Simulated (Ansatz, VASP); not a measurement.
Two plane-wave programs on Rh

```
Rh
1.0
     0.00000    1.90036    1.90036
     1.90036    0.00000    1.90036
     1.90036    1.90036    0.00000
Rh
1
Direct
  0.00000 0.00000 0.00000
```

Alike in both runs: functional r2SCAN; k mesh 20 × 20 × 20; occupations fermi-dirac, width 0.08 eV; no spin polarisation.

Ansatz relaxed the structure, and its values are those at the end. VASP's run is a single point on that final structure, the one shown.

|  | VASP | Ansatz |
| --- | --- | --- |
| version | VASP 6.6.1 | Ansatz 0.2.0 |
| potentials or method | VASP PAW PBE potentials, release 64 (Rh_pv) | PAW with Ansatz's default frozen-core files, scalar-relativistic |
| plane-wave cutoff (eV) | 520 | 500 |
| valence electrons in the cell | 15 | 17 |

Ansatz gave:

- pressure (GPa): 0.0

Q: Estimate VASP's values.

A: Pressure (GPa): 1.2.

The two sets of potentials don't hold the same shells in valence.

Caveats: the PAW data sets were made with another functional, which shifts forces and pressure a little (VASP).
